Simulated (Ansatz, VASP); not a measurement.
**SnO2 (Cassiterite) in VASP and in Ansatz**

Contents of INCAR:

```
SYSTEM = SnO2
PREC     = Accurate       ! precision mode
ENCUT    = 520            ! plane-wave cutoff, eV
EDIFF    = 1E-6           ! SCF threshold, eV
ISMEAR   = -1             ! smearing method
SIGMA    = 0.05           ! smearing width, eV
LREAL    = .False.        ! projectors in reciprocal space
LASPH    = .True.         ! aspherical terms in the spheres
NELM     = 100            ! most SCF steps
ALGO     = Fast           ! electronic algorithm
ISIF     = 2              ! what is computed and relaxed
LWAVE    = .False.        ! write WAVECAR
LCHARG   = .False.        ! write CHGCAR
GGA      = RE             ! functional
NBANDS   = 35             ! bands
```

The input KPOINTS:

```
Automatic mesh
0
Gamma
  6 6 8
  0 0 0
```

File POSCAR:

```
SnO2
1.0
    4.7380000000      0.0000000000      0.0000000000
    0.0000000000      4.7380000000      0.0000000000
    0.0000000000      0.0000000000      3.1865000000
Sn O
2 4
Direct
    0.5000000000      0.5000000000      0.5000000000
    0.0000000000      0.0000000000      0.0000000000
    0.8071000000      0.1929000000      0.5000000000
    0.6929000000      0.6929000000      0.0000000000
    0.1929000000      0.8071000000      0.5000000000
    0.3071000000      0.3071000000      0.0000000000
```

File input.yaml:

```yaml
crystal:
  lattice:
    - [4.738, 0.0, 0.0]
    - [0.0, 4.738, 0.0]
    - [0.0, 0.0, 3.1865]
  atoms:
    - { symbol: Sn, position: [0.5, 0.5, 0.5] }
    - { symbol: Sn, position: [0.0, 0.0, 0.0] }
    - { symbol: O, position: [0.8071, 0.1929, 0.5] }
    - { symbol: O, position: [0.6929, 0.6929, 0.0] }
    - { symbol: O, position: [0.1929, 0.8071, 0.5] }
    - { symbol: O, position: [0.3071, 0.3071, 0.0] }
hamiltonian:
  xc: revpbe
  pseudopotentials: { kind: paw }
kpoints:
  mp_grid: { grid: [6, 6, 8] }
  band_path:
    path:
      - [[0.0, 0.0, 0.0], [0.0, 0.5, 0.0], [0.5, 0.5, 0.0], [0.0, 0.0, 0.0], [0.0, 0.0, 0.5], [0.0, 0.5, 0.5], [0.5, 0.5, 0.5], [0.0, 0.0, 0.5]]
      - [[0.0, 0.5, 0.0], [0.0, 0.5, 0.5]]
      - [[0.5, 0.5, 0.0], [0.5, 0.5, 0.5]]
    npoints: 14
scf:
  occupations: { method: fermi_dirac, width: 0.05 }
  n_extra_bands: 15
output:
  forces: true
  stress: true
  eigenvalues: true
  fatbands: false
```

Alike in both runs: functional revPBE; k mesh 6 × 6 × 8; occupations fermi-dirac, width 0.05 eV; no spin polarisation.

|  | VASP | Ansatz |
| --- | --- | --- |
| version | VASP 6.6.1 | Ansatz 0.2.0 |
| potentials or method | VASP PAW PBE potentials, release 64 (Sn_d, O) | Ansatz PAW |
| plane-wave cutoff (eV) | 520 | 420 |
| valence electrons in the cell | 52 | 52 |
| task | single point | band structure |

Ansatz gave:

| Property | Result |
| --- | --- |
| gap on the k mesh at the Fermi level (eV) | 1.35 |
| least direct gap on the mesh (eV) | 1.35 |
| pressure (GPa) | 14.2 |
| largest component of the traceless stress (GPa) | 2.07 |
| rms of the force components (eV/Å) | 0.140 |

**Question.** Which values does VASP return?

**Answer.** gap on the k mesh at the Fermi level (eV): 1.34; least direct gap on the mesh (eV): 1.34; pressure (GPa): 14.8; largest component of the traceless stress (GPa): 2.29; rms of the force components (eV/Å): 0.150.

Atom by atom the forces differ by 0.009 eV/Å (rms over components). With one functional, cell and mesh, what is left measures potentials, basis and numerics.

Caveats: spin-orbit coupling is left out, which moves the levels of the heavy elements; the PAW data sets were made with another functional, which shifts forces and pressure a little (VASP); the pressure holds a Pulay correction of +0.8 GPa for the finite cutoff (Ansatz); the PAW data sets come from PBE, with cores solved anew for the run's functional, which leaves a small shift of forces and pressure (Ansatz). A hybrid or GW would open this gap; revPBE tends to underestimate it.
